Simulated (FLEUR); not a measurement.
Input of a FLEUR MaX-R8.1 (later development tree) run:

inp.xml

```xml
<?xml version="1.0" encoding="UTF-8" standalone="no"?>
<fleurInput fleurInputVersion="0.39">
   <comment>
      TePb                                                                                                
   </comment>
   <calculationSetup>
      <cutoffs Kmax="4.1" Gmax="12.7" GmaxXC="12.7" numbands="0"/>
      <scfLoop itmax="60" minDistance="0.00001" maxIterBroyd="15" imix="Anderson" alpha="0.05" precondParam="0.0" spinf="2.0" sdNocoIR="T"/>
      <coreElectrons ctail="T" frcor="F" kcrel="0" coretail_lmax="0"/>
      <xcFunctional name="vwn" relativisticCorrections="F"/>
      <magnetism jspins="1"/>
      <soc l_soc="F" theta="0.0" phi="0.0" spav="F"/>
      <expertModes spex="0" secvar="F"/>
      <geometryOptimization l_f="F" forcealpha="1.0" forcemix="BFGS" epsdisp="0.00001" epsforce="0.00001"/>
      <ldaU l_linMix="F" mixParam="0.05" spinf="1.0"/>
   </calculationSetup>
   <cell>
      <bzIntegration valenceElectrons="42.0" mode="hist" fermiSmearingEnergy="0.00183747">
         <kPointListSelection listName="default-1"/>
         <!-- k-points included here -->
         <xi:include xmlns:xi="http://www.w3.org/2001/XInclude" href="kpts.xml"> </xi:include>
      </bzIntegration>
      <!-- symmetry operations included here -->
      <xi:include xmlns:xi="http://www.w3.org/2001/XInclude" href="sym.xml"> </xi:include>
      <bulkLattice scale="1.0">
         <bravaisMatrix>
            <row-1>    0.0000000000000000     6.1057051085825993     6.1057051085825993</row-1>
            <row-2>    6.1057051085825993     0.0000000000000000     6.1057051085825993</row-2>
            <row-3>    6.1057051085825993     6.1057051085825993     0.0000000000000000</row-3>
         </bravaisMatrix>
      </bulkLattice>
   </cell>
   <atomSpecies>
      <species name="Lead (Pb)" element="Pb" atomicNumber="82">
         <mtSphere radius="2.66" gridPoints="879" logIncrement="0.015"/>
         <atomicCutoffs lmax="11" lnonsphr="8"/>
         <electronConfig flipSpins="F">
            <coreConfig>(1s1/2) (2s1/2) (2p1/2) (2p3/2) (3s1/2) (3p1/2) (3p3/2) (4s1/2) (3d3/2) (3d5/2) (4p1/2) (4p3/2) (4d3/2) (4d5/2) (4f5/2) (4f7/2) (5s1/2)</coreConfig>
            <valenceConfig>(5p1/2) (5p3/2) (6s1/2) (5d3/2) (5d5/2) (6p1/2) (6p3/2)</valenceConfig>
            <stateOccupation state="(6p1/2)" spinUp="0.333333" spinDown="0.333333"/>
            <stateOccupation state="(6p3/2)" spinUp="0.666667" spinDown="0.666667"/>
         </electronConfig>
         <energyParameters s="6" p="6" d="5" f="5"/>
         <lo type="SCLO" l="1" n="5" eDeriv="0"/>
         <lo type="SCLO" l="1" n="5" eDeriv="1"/>
         <lo type="SCLO" l="0" n="6" eDeriv="2"/>
         <lo type="SCLO" l="2" n="5" eDeriv="2"/>
         <lo type="SCLO" l="3" n="5" eDeriv="2"/>
      </species>
      <species name="Tellurium (Te)" element="Te" atomicNumber="52">
         <mtSphere radius="2.66" gridPoints="879" logIncrement="0.015"/>
         <atomicCutoffs lmax="11" lnonsphr="8"/>
         <electronConfig flipSpins="F">
            <coreConfig>(1s1/2) (2s1/2) (2p1/2) (2p3/2) (3s1/2) (3p1/2) (3p3/2) (4s1/2) (3d3/2) (3d5/2)</coreConfig>
            <valenceConfig>(4p1/2) (4p3/2) (5s1/2) (4d3/2) (4d5/2) (5p1/2) (5p3/2)</valenceConfig>
            <stateOccupation state="(5p1/2)" spinUp="0.666667" spinDown="0.666667"/>
            <stateOccupation state="(5p3/2)" spinUp="1.333333" spinDown="1.333333"/>
         </electronConfig>
         <energyParameters s="5" p="5" d="5" f="4"/>
         <lo type="SCLO" l="1" n="4" eDeriv="0"/>
         <lo type="SCLO" l="1" n="4" eDeriv="1"/>
         <lo type="SCLO" l="2" n="4" eDeriv="0"/>
         <lo type="SCLO" l="2" n="4" eDeriv="1"/>
         <lo type="SCLO" l="0" n="5" eDeriv="2"/>
         <lo type="SCLO" l="3" n="4" eDeriv="2"/>
      </species>
   </atomSpecies>
   <atomGroups>
      <atomGroup species="Lead (Pb)">
         <relPos label="                   1">.0000000000 .0000000000 .0000000000</relPos>
         <force calculate="T" relaxXYZ="TTT"/>
      </atomGroup>
      <atomGroup species="Tellurium (Te)">
         <relPos label="                   2">1.000/2.000 1.000/2.000 1.000/2.000</relPos>
         <force calculate="T" relaxXYZ="TTT"/>
      </atomGroup>
   </atomGroups>
   <output dos="F" band="F" slice="F">
      <checks vchk="F" cdinf="F"/>
      <bandDOS minEnergy="-.5*Htr" maxEnergy="0.5*Htr" sigma="0.015" storeEVData="T"/>
      <vacuumDOS vacdos="F" integ="F" star="F" nstars="0" locx1="0.0" locy1="0.0" locx2="0.0" locy2="0.0" nstm="0" tworkf="0.0"/>
      <unfoldingBand unfoldBand="F" supercellX="1" supercellY="1" supercellZ="1"/>
      <plotting iplot="0" polar="F">
         <plot TwoD="T" vec1="  1.0  0.0  0.0" vec2="  0.0  1.0  0.0" vec3="  0.0  0.0  1.0" zero="  0.0  0.0  0.0" file="plot"/>
      </plotting>
      <chargeDensitySlicing numkpt="0" minEigenval="0.0" maxEigenval="0.0" nnne="0" pallst="F"/>
      <specialOutput eonly="F"/>
      <moessbauerParams electricFieldGradient="T" isomerShift="T" coreHyperfine="T" valenceHyperfine="T"/>
      <magneticCircularDichroism mcd="F" energyLo="-10.0" energyUp="0.0"/>
   </output>
  <!-- We include the file relax.xml here to enable relaxations (see documentation) -->
  <xi:include xmlns:xi="http://www.w3.org/2001/XInclude" href="relax.xml"> <xi:fallback/> </xi:include>
</fleurInput>
```

File crystal.txt:

```
TePb
&input cartesian=F /
0.0000000000  3.2310000000  3.2310000000
3.2310000000  0.0000000000  3.2310000000
3.2310000000  3.2310000000  0.0000000000
1.8897261246
1.0 1.0 1.0

2
82 0.0000000000  0.0000000000  0.0000000000
52 0.5000000000  0.5000000000  0.5000000000

&kpt div1=7 div2=7 div3=7 gamma=T /
```

File inp.xml (bands):

```
<?xml version="1.0" encoding="UTF-8" standalone="no"?>
<fleurInput fleurInputVersion="0.39">
   <comment>
      TePb                                                                                                
   </comment>
   <calculationSetup>
      <cutoffs Kmax="4.1" Gmax="12.7" GmaxXC="12.7" numbands="0"/>
      <scfLoop itmax="60" minDistance="0.00001" maxIterBroyd="15" imix="Anderson" alpha="0.05" precondParam="0.0" spinf="2.0" sdNocoIR="T"/>
      <coreElectrons ctail="T" frcor="F" kcrel="0" coretail_lmax="0"/>
      <xcFunctional name="vwn" relativisticCorrections="F"/>
      <magnetism jspins="1"/>
      <soc l_soc="F" theta="0.0" phi="0.0" spav="F"/>
      <expertModes spex="0" secvar="F"/>
      <geometryOptimization l_f="F" forcealpha="1.0" forcemix="BFGS" epsdisp="0.00001" epsforce="0.00001"/>
      <ldaU l_linMix="F" mixParam="0.05" spinf="1.0"/>
   </calculationSetup>
   <cell>
      <bzIntegration valenceElectrons="42.0" mode="hist" fermiSmearingEnergy="0.00183747">
         <kPointListSelection listName="path-1"/>
         <!-- k-points included here -->
         <xi:include xmlns:xi="http://www.w3.org/2001/XInclude" href="kpts.xml"> </xi:include>
      </bzIntegration>
      <!-- symmetry operations included here -->
      <xi:include xmlns:xi="http://www.w3.org/2001/XInclude" href="sym.xml"> </xi:include>
      <bulkLattice scale="1.0">
         <bravaisMatrix>
            <row-1>    0.0000000000000000     6.1057051085825993     6.1057051085825993</row-1>
            <row-2>    6.1057051085825993     0.0000000000000000     6.1057051085825993</row-2>
            <row-3>    6.1057051085825993     6.1057051085825993     0.0000000000000000</row-3>
         </bravaisMatrix>
      </bulkLattice>
   </cell>
   <atomSpecies>
      <species name="Lead (Pb)" element="Pb" atomicNumber="82">
         <mtSphere radius="2.66" gridPoints="879" logIncrement="0.015"/>
         <atomicCutoffs lmax="11" lnonsphr="8"/>
         <electronConfig flipSpins="F">
            <coreConfig>(1s1/2) (2s1/2) (2p1/2) (2p3/2) (3s1/2) (3p1/2) (3p3/2) (4s1/2) (3d3/2) (3d5/2) (4p1/2) (4p3/2) (4d3/2) (4d5/2) (4f5/2) (4f7/2) (5s1/2)</coreConfig>
            <valenceConfig>(5p1/2) (5p3/2) (6s1/2) (5d3/2) (5d5/2) (6p1/2) (6p3/2)</valenceConfig>
            <stateOccupation state="(6p1/2)" spinUp="0.333333" spinDown="0.333333"/>
            <stateOccupation state="(6p3/2)" spinUp="0.666667" spinDown="0.666667"/>
         </electronConfig>
         <energyParameters s="6" p="6" d="5" f="5"/>
         <lo type="SCLO" l="1" n="5" eDeriv="0"/>
         <lo type="SCLO" l="1" n="5" eDeriv="1"/>
         <lo type="SCLO" l="0" n="6" eDeriv="2"/>
         <lo type="SCLO" l="2" n="5" eDeriv="2"/>
         <lo type="SCLO" l="3" n="5" eDeriv="2"/>
      </species>
      <species name="Tellurium (Te)" element="Te" atomicNumber="52">
         <mtSphere radius="2.66" gridPoints="879" logIncrement="0.015"/>
         <atomicCutoffs lmax="11" lnonsphr="8"/>
         <electronConfig flipSpins="F">
            <coreConfig>(1s1/2) (2s1/2) (2p1/2) (2p3/2) (3s1/2) (3p1/2) (3p3/2) (4s1/2) (3d3/2) (3d5/2)</coreConfig>
            <valenceConfig>(4p1/2) (4p3/2) (5s1/2) (4d3/2) (4d5/2) (5p1/2) (5p3/2)</valenceConfig>
            <stateOccupation state="(5p1/2)" spinUp="0.666667" spinDown="0.666667"/>
            <stateOccupation state="(5p3/2)" spinUp="1.333333" spinDown="1.333333"/>
         </electronConfig>
         <energyParameters s="5" p="5" d="5" f="4"/>
         <lo type="SCLO" l="1" n="4" eDeriv="0"/>
         <lo type="SCLO" l="1" n="4" eDeriv="1"/>
         <lo type="SCLO" l="2" n="4" eDeriv="0"/>
         <lo type="SCLO" l="2" n="4" eDeriv="1"/>
         <lo type="SCLO" l="0" n="5" eDeriv="2"/>
         <lo type="SCLO" l="3" n="4" eDeriv="2"/>
      </species>
   </atomSpecies>
   <atomGroups>
      <atomGroup species="Lead (Pb)">
         <relPos label="                   1">.0000000000 .0000000000 .0000000000</relPos>
         <force calculate="T" relaxXYZ="TTT"/>
      </atomGroup>
      <atomGroup species="Tellurium (Te)">
         <relPos label="                   2">1.000/2.000 1.000/2.000 1.000/2.000</relPos>
         <force calculate="T" relaxXYZ="TTT"/>
      </atomGroup>
   </atomGroups>
   <output dos="F" band="T" slice="F">
      <checks vchk="F" cdinf="F"/>
      <bandDOS minEnergy="-.5*Htr" maxEnergy="0.5*Htr" sigma="0.015" storeEVData="T"/>
      <vacuumDOS vacdos="F" integ="F" star="F" nstars="0" locx1="0.0" locy1="0.0" locx2="0.0" locy2="0.0" nstm="0" tworkf="0.0"/>
      <unfoldingBand unfoldBand="F" supercellX="1" supercellY="1" supercellZ="1"/>
      <plotting iplot="0" polar="F">
         <plot TwoD="T" vec1="  1.0  0.0  0.0" vec2="  0.0  1.0  0.0" vec3="  0.0  0.0  1.0" zero="  0.0  0.0  0.0" file="plot"/>
      </plotting>
      <chargeDensitySlicing numkpt="0" minEigenval="0.0" maxEigenval="0.0" nnne="0" pallst="F"/>
      <specialOutput eonly="F"/>
      <moessbauerParams electricFieldGradient="T" isomerShift="T" coreHyperfine="T" valenceHyperfine="T"/>
      <magneticCircularDichroism mcd="F" energyLo="-10.0" energyUp="0.0"/>
   </output>
  <!-- We include the file relax.xml here to enable relaxations (see documentation) -->
  <xi:include xmlns:xi="http://www.w3.org/2001/XInclude" href="relax.xml"> <xi:fallback/> </xi:include>
</fleurInput>
```

Potentials or basis: all-electron, FLAPW.

Run with:

```sh
$ inpgen -f crystal.txt -profile fastHighL
$ # inp.xml edited to the form shown
$ fleur_MPI
$ fleur_MPI   # second run, on inp.xml (bands)
```

Problem. Estimate the band gap along the path.

Solution. 0.65 eV, direct.

Levels at the corners of the path, in eV from the Fermi level:
```csv
point,band 18,band 19,band 20,band 21,band 22,band 23,band 24,band 25
Γ,-5.62,-1.20,-1.20,-1.20,4.13,4.13,4.13,5.98
X,-7.27,-4.37,-2.66,-2.66,3.42,5.52,5.52,6.73
W,-7.95,-3.65,-3.65,-0.21,1.73,5.32,5.32,6.93
K,-7.93,-3.99,-2.16,-1.96,3.65,3.87,5.24,6.00
Γ,-5.62,-1.20,-1.20,-1.20,4.13,4.13,4.13,5.98
L,-8.54,-0.73,-0.73,0.11,0.77,1.35,1.35,8.44
U,-7.93,-3.99,-2.16,-1.96,3.65,3.87,5.24,6.00
W,-7.95,-3.65,-3.65,-0.21,1.73,5.32,5.32,6.93
L,-8.54,-0.73,-0.73,0.11,0.77,1.35,1.35,8.44
K,-7.93,-3.99,-2.16,-1.96,3.65,3.87,5.24,6.00
U,-7.93,-3.99,-2.16,-1.96,3.65,3.87,5.24,6.00
X,-7.27,-4.37,-2.66,-2.66,3.42,5.52,5.52,6.73
```

Caveat: this odd mesh misses L, where the gap lies, so gap, dielectric constants and Born charges aren't listed; spin-orbit coupling is left out, which moves the levels of the heavy elements.

**What was measured.**

From a printed reference work, monograph, for a bulk crystal of TePb at 4.2 K: band gap 0.19 eV (direct).

Measured gap of TePb: 0.19 eV (direct; 4.2 K; a printed reference work, monograph). This calculation gives 0.65 eV (+0.46 eV). Spin-orbit coupling on Pb, Te is left out. The value is that of LDA, without temperature or zero-point motion.
